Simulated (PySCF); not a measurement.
Isomers of C3H6O side by side.

PySCF, wB97X-D/aug-cc-pVTZ, density fitting, gas phase; each molecule at its own PBE0-D3(BJ)/def2-TZVP geometry, one conformer. Singlet excitations by full TDDFT with frozen cores, triplets by Tamm–Dancoff TDDFT and ionisation energies by ΔSCF, from the lowest of the holes tried. 

Torsions of the conformers computed, which needn't be the lowest (atom-mapped SMILES):
- `[CH2:1]=[CH:2][CH2:3][OH:4]`: C1–C2–C3–O4 124°, H–O4–C3–C2 -58°
- `[OH:1][CH:2]1[CH2:3][CH2:4]1`: H–O1–C2–C3 -60°
- `[CH3:1][CH2:2][CH:3]=[O:4]`: C1–C2–C3–O4 0°

Reference: `C1COC1`, with HOMO energy -9.09 eV, LUMO energy 0.87 eV, lowest singlet excitation 6.45 eV, lowest triplet excitation 6.35 eV, mean polarisability 39.7 au, dipole moment 1.94 D and vertical ionisation energy 9.62 eV.

Changes against it:

```json
{"molecule": "OC1CC1", "Δ electronic energy (kcal/mol)": "-2.0", "Δ HOMO energy (eV)": "-0.01", "Δ LUMO energy (eV)": "0.00", "Δ lowest singlet excitation (eV)": "-0.15", "Δ lowest triplet excitation (eV)": "-0.18", "Δ mean polarisability (au)": "+0.9", "Δ dipole moment (D)": "-0.34", "Δ vertical ionisation energy (eV)": "-0.02"}
{"molecule": "CCC=O", "Δ electronic energy (kcal/mol)": "-23.7", "Δ HOMO energy (eV)": "-0.27", "Δ LUMO energy (eV)": "-0.09", "Δ lowest singlet excitation (eV)": "-2.04", "Δ lowest triplet excitation (eV)": "-2.49", "Δ mean polarisability (au)": "+2.0", "Δ dipole moment (D)": "+0.85", "Δ vertical ionisation energy (eV)": "+0.32"}
{"molecule": "CC(C)=O", "Δ electronic energy (kcal/mol)": "-30.6", "Δ HOMO energy (eV)": "-0.07", "Δ LUMO energy (eV)": "-0.11", "Δ lowest singlet excitation (eV)": "-1.93", "Δ lowest triplet excitation (eV)": "-2.35", "Δ mean polarisability (au)": "+2.1", "Δ dipole moment (D)": "+1.14", "Δ vertical ionisation energy (eV)": "-0.01"}
```

Rows whose labels were lost:

| row | Δ electronic energy (kcal/mol) | Δ HOMO energy (eV) | Δ LUMO energy (eV) | Δ lowest singlet excitation (eV) | Δ lowest triplet excitation (eV) | Δ mean polarisability (au) | Δ dipole moment (D) | Δ vertical ionisation energy (eV) |
| --- | --- | --- | --- | --- | --- | --- | --- | --- |
| P | -8.0 | -0.52 | -0.01 | +0.27 | -1.78 | +5.3 | -0.39 | +0.40 |
| Q | -2.4 | -0.65 | 0.00 | +0.80 | +0.82 | +0.8 | +0.02 | +0.64 |

Problem. Which row belongs to which of `C[C@@H]1CO1` and `C=CCO`?

Solution. P = `C=CCO` and Q = `C[C@@H]1CO1`. P and Q are told apart most clearly by the lowest triplet excitation (-1.78 against +0.82 eV).

wB97X-D is run here without its empirical dispersion term; that term would change no orbital, density or response property at a fixed geometry.
